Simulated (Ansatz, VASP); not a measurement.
# Ti in VASP and in Ansatz

```
Ti
1.0
     0.00000    2.03000    2.03000
     2.03000    0.00000    2.03000
     2.03000    2.03000    0.00000
Ti
1
Direct
  0.00000 0.00000 0.00000
```

This isn't the form of Ti at room conditions, which is hcp.

Alike in both runs: task single point; functional PBEsol; k mesh 10 × 10 × 10; occupations gaussian, width 0.15 eV; no spin polarisation.

|  | VASP | Ansatz |
| --- | --- | --- |
| version | VASP 6.6.1 | Ansatz 0.2.0 |
| potentials or method | VASP PAW PBE potentials, release 64 (Ti_sv) | scalar-relativistic, plane waves, PAW |
| plane-wave cutoff (eV) | 520 | 420 |
| valence electrons in the cell | 12 | 12 |

```tsv
	VASP	Ansatz	Ansatz less VASP
gap on the k mesh at the Fermi level (eV)	none	none	-
pressure (GPa)	-0.6	-0.4	+0.29
```

A gap of «none» marks a metal or a gap that the smearing closes. With one functional, cell and mesh, what is left measures potentials, basis and numerics.

Caveats: the PAW data sets were made with another functional, which shifts forces and pressure a little (VASP).
